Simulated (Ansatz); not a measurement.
GaN:

```xyz
2
Lattice="0.0000 2.1352 2.1352 2.1352 0.0000 2.1352 2.1352 2.1352 0.0000" Properties=species:S:1:pos:R:3 pbc="T T T"
Ga    0.0000    0.0000    0.0000
N     2.1352    2.1352    2.1352
```

Measurements of this composition are mostly on another form, of space group No. 186.

| Property | Result |
| --- | --- |
| Program | Ansatz 0.2.0 |
| Task | relaxation of cell and atoms |
| Functional | revPBE |
| Dispersion | D3(BJ) |
| Potentials or basis | Ansatz PAW |
| Cutoff | 420 eV (not typed: the program's choice for these potentials) |
| k mesh | 11 × 11 × 11 |
| Occupations | fermi-dirac, width 0.05 eV |
| Spin | no spin polarisation |

At the start: volume 9.74 Å³/atom.

Q: Where does the relaxation end?

A: It ends after 7 steps and the volume is 9.41 Å³/atom (-3.3 %); space group Fm-3m (No. 225, to 0.05 Å).

The path:
```csv
step,energy change (eV),largest force (eV/Å),volume (Å³)
1,0.0000,0.0000,19.47
2,-0.0142,0.0000,19.05
3,-0.0169,0.0000,18.82
4,-0.0169,0.0000,18.83
5,-0.0148,0.0000,18.83
6,-0.0149,0.0000,18.82
7,-0.0149,0.0000,18.82
```

Final structure:
```cif
data_structure
_symmetry_space_group_name_H-M 'P 1'
_symmetry_Int_Tables_number 1
_cell_length_a 2.9858
_cell_length_b 2.9858
_cell_length_c 2.9858
_cell_angle_alpha 60.000
_cell_angle_beta 60.000
_cell_angle_gamma 60.000
_cell_volume 18.82
loop_
_atom_site_label
_atom_site_type_symbol
_atom_site_fract_x
_atom_site_fract_y
_atom_site_fract_z
_atom_site_occupancy
Ga1 Ga 0.00000 0.00000 0.00000 1
N1 N 0.50000 0.50000 0.50000 1
```

Caveat: the plane-wave basis is chosen anew once the cell has moved, so the energies of steps on either side of that aren't comparable; the pressure holds a Pulay correction of +0.6 GPa for the finite cutoff; the PAW data sets come from PBE, with cores solved anew for the run's functional, which leaves a small shift of forces and pressure.
